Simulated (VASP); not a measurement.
# MgS: single point with LDA

Crystal: MgS.

```xyz
4
Lattice="4.0346 0.0000 0.0000 -2.0173 3.4941 0.0000 0.0000 0.0000 6.4323" Properties=species:S:1:pos:R:3 pbc="T T T"
Mg    2.0173    1.1647    3.1888
Mg    0.0000    2.3294    6.4050
S     0.0000    2.3294    2.4394
S     2.0173    1.1647    5.6556
```

The cell comes from a database or a generator and needn't be the stable form of this composition.

- Program: VASP 6.6.1
- Task: single point
- Functional: LDA
- Potentials or basis: VASP PAW LDA potentials, release 64 (Mg, S)
- Cutoff: 520 eV
- k mesh: 6 × 6 × 4
- Occupations: gaussian, width 0.01 eV
- Spin: no spin polarisation
- Dipole correction: no
- Further INCAR settings: ALGO = Normal; EDIFF = 1e-07; NBANDS = 16

* Pressure: -2.4 GPa
* Largest force: 0.053 eV/Å
* Band gap on the k mesh: 3.16 eV, direct

Forces in eV/Å, atoms in the order of the input:
```
Mg   0.000  0.000  0.053
Mg   0.000  0.000  0.053
S    0.000  0.000 -0.053
S    0.000  0.000 -0.053
```

Stress tensor (GPa, compression positive):
```
-2.32  0.00  0.00
 0.00 -2.32  0.00
 0.00  0.00 -2.51
```

Levels at points of the mesh, in eV from the valence-band top:
```
           k point  band 6  band 7  band 8  band 9  band 10  band 11
(0.00, 0.00, 0.00)   -0.16   -0.16    0.00    3.16     4.43     7.28
(0.50, 0.00, 0.00)   -1.28   -0.97   -0.48    4.48     4.99     5.57
(0.00, 0.00, 0.50)   -0.38   -0.38   -0.38    4.66     4.66     7.39
(0.50, 0.00, 0.50)   -0.92   -0.83   -0.83    4.40     4.40     6.08
```

Wall time 21 s on 1 thread of Intel(R) Xeon(R) Platinum 8259CL CPU @ 2.50GHz (Skylake/Cascade Lake), with other jobs on the host, peak memory 0.17 GiB.
